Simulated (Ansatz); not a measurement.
Method: DFT PBE, scalar-relativistic, plane waves, PAW in Ansatz 0.2.0. Settings: cutoff 420 eV, Γ-centred meshes spaced at most about 0.3 Å⁻¹, and about 0.25 Å⁻¹ or finer for metals (2π included), Gaussian smearing. No spin polarisation in the final relaxations.

All energies are static (0 K, no zero-point motion).

Compare these two cells of Li₅Cl₃, each relaxed at this level.

A.

```
CELL_PARAMETERS angstrom
8.08992 0.00000 0.00000
-4.04496 7.00608 0.00000
0.00000 0.00000 4.53598
ATOMIC_POSITIONS crystal
Li 0.50000 0.00000 0.00000
Li 0.00000 0.50000 0.00000
Li 0.50000 0.50000 0.00000
Li 0.00000 0.00000 0.25121
Li 0.00000 0.00000 0.74879
Cl 0.50000 0.00000 0.50000
Cl 0.00000 0.50000 0.50000
Cl 0.50000 0.50000 0.50000
```

B.

```
CELL_PARAMETERS angstrom
-3.36436 3.36436 3.36436
3.36436 -3.36436 3.36436
3.36436 3.36436 -3.36436
ATOMIC_POSITIONS crystal
Li 0.50000 0.50000 0.50000
Li 0.00000 0.00000 0.50000
Li 0.00000 0.50000 0.00000
Li 0.50000 0.00000 0.00000
Li 0.00000 0.00000 0.00000
Cl 0.00000 0.50000 0.50000
Cl 0.50000 0.00000 0.50000
Cl 0.50000 0.50000 0.00000
```

**Question.** Which form is favoured at zero pressure, and by what margin per atom?

**Answer.** B is lower, by 127 meV/atom. A has space group P6/mmm (No. 191), 32.1 Å³/atom and a gap of 0.14 eV on its mesh; B has space group Im-3m (No. 229), 19.0 Å³/atom and no gap. Counting Cl atoms around Li (those within 1.25 times the shortest such distance or 1.15 times the sum of covalent radii, 1.27 where that leaves under three; the shortest distance is added where it exceeds 1.18 times the sum of covalent radii; a slash parts the counts of unlike sites), A has Li 2/6 from 4.2 Å and B has Li 6 from 2.9 Å/6 from 3.4 Å. In A, around Li on a site of symmetry mmm lie 2 Cl at 2.27 Å; Li on a site of symmetry 6mm has 2 Li at 2.26–2.28 Å; around Cl lie 2 Li at 2.27 Å. In B, around Li on a site of symmetry -3m lie 2 Li at 2.91 Å, 6 Cl at 2.91 Å and 6 Li at 3.36 Å; around Li on a site of symmetry m-3m lie 8 Li at 2.91 Å and 6 Cl at 3.36 Å; around Cl lie 8 Li at 2.91 Å, 2 Li at 3.36 Å and 4 Cl at 3.36 Å. Both come from invented guesses.

Weakly bound directions are ill-defined at this level, which has no dispersion term (P6/mmm), and this can change margins and order among such cells. Kohn–Sham gaps at this level usually fall short of measured ones. The zero gap of Im-3m may come from the functional, which often closes small gaps, or the cell may be a true semimetal. Cells relaxed within their symmetry can be saddle points.
